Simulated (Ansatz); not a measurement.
Crystal: Sr.

```
Sr
1.0
    -2.43500    2.43500    2.43500
     2.43500   -2.43500    2.43500
     2.43500    2.43500   -2.43500
Sr
1
Cartesian
  0.0000 0.0000 0.0000
```

This isn't the form of Sr at room conditions, which is fcc.

| Quantity | Value |
| --- | --- |
| Program | Ansatz 0.2.0 |
| Task | single point |
| Functional | PBE |
| Potentials or basis | Ansatz PAW |
| Cutoff | 420 eV (not typed: the program's choice for these potentials) |
| k mesh | 8 × 8 × 8 |
| Occupations | fermi-dirac, width 0.05 eV |
| Spin | no spin polarisation |

On this cell: pressure -0.7 GPa; band gap on the k mesh none (metal or under the smearing width).

The same run follows on a disturbed copy (cell strained at random at fixed volume):

```xyz
1
Lattice="-2.3802 2.4776 2.4247 2.3779 -2.5186 2.4635 2.3656 2.5040 -2.4657" Properties=species:S:1:pos:R:3 pbc="T T T"
Sr   -0.0510   -0.0162    0.0820
```

What changes?

The energy (extrapolated to zero smearing) moves by +1.0 meV/atom; pressure -0.7 GPa; band gap on the k mesh none (metal or under the smearing width).

Stress tensor (GPa, compression positive):
```
-0.64  0.08  0.01
 0.08 -0.70  0.20
 0.01  0.20 -0.69
```

Caveats: the cell was measured hot, at 901 K.
